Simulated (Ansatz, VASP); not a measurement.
Two plane-wave programs on Ge

The input INCAR:

```
  ALGO = Normal
  EDIFF = 1E-7
  ENCUT = 520
  GGA = PS
  ISIF = 2
  ISMEAR = 0
  LASPH = T
  LCHARG = F
  LREAL = F
  LWAVE = F
  NBANDS = 21
  NELM = 100
  PREC = Accurate
  SIGMA = 0.1
```

The input KPOINTS:

```
k-points
0
Gamma
  16 16 16
```

Contents of POSCAR:

```
Ge
1.0
   -2.6336216516      2.7016270265      1.4041271305
    2.6336216516     -2.7016270265      1.4041271305
    2.6336216516      2.7016270265     -1.4041271305
Ge
2
Direct
    0.1511470054      0.9011470054      0.2500000000
    0.8488529946      0.0988529946      0.7500000000
```

Input for Ansatz:

```yaml
crystal:
  lattice:
    - [-2.6336216516, 2.7016270265, 1.4041271305]
    - [2.6336216516, -2.7016270265, 1.4041271305]
    - [2.6336216516, 2.7016270265, -1.4041271305]
  atoms:
    - { symbol: Ge, position: [0.1511470054, 0.9011470054, 0.25] }
    - { symbol: Ge, position: [0.8488529946, 0.0988529946, 0.75] }
basis:
  ecutwfc: 420
kpoints:
  mp_grid: { grid: [16, 16, 16] }
hamiltonian:
  xc: pbesol
scf:
  occupations: { method: gaussian, width: 0.1 }
output:
  forces: true
  stress: true
  eigenvalues: true
  populations: true
```

Alike in both runs: task single point; functional PBEsol; k mesh 16 × 16 × 16; occupations gaussian, width 0.1 eV; no spin polarisation.

|  | VASP | Ansatz |
| --- | --- | --- |
| version | VASP 6.6.1 | Ansatz 0.2.0 |
| potentials or method | VASP PAW PBE potentials, release 64 (Ge_d) | scalar-relativistic, plane waves, PAW |
| plane-wave cutoff (eV) | 520 | 420 |
| valence electrons in the cell | 28 | 28 |

```csv
,VASP,Ansatz,Ansatz less VASP
gap on the k mesh at the Fermi level (eV),none,none,-
pressure (GPa),-5.5,-5.5,-0.01
largest component of the traceless stress (GPa),1.94,1.93,-0.006
rms of the force components (eV/Å),0.019,0.018,-0.0001
```

Atom by atom the forces differ by 0.000 eV/Å (rms over components). A gap of «none» marks a metal or a gap that the smearing closes.

Caveats: the PAW data sets were made with another functional, which shifts forces and pressure a little (VASP).
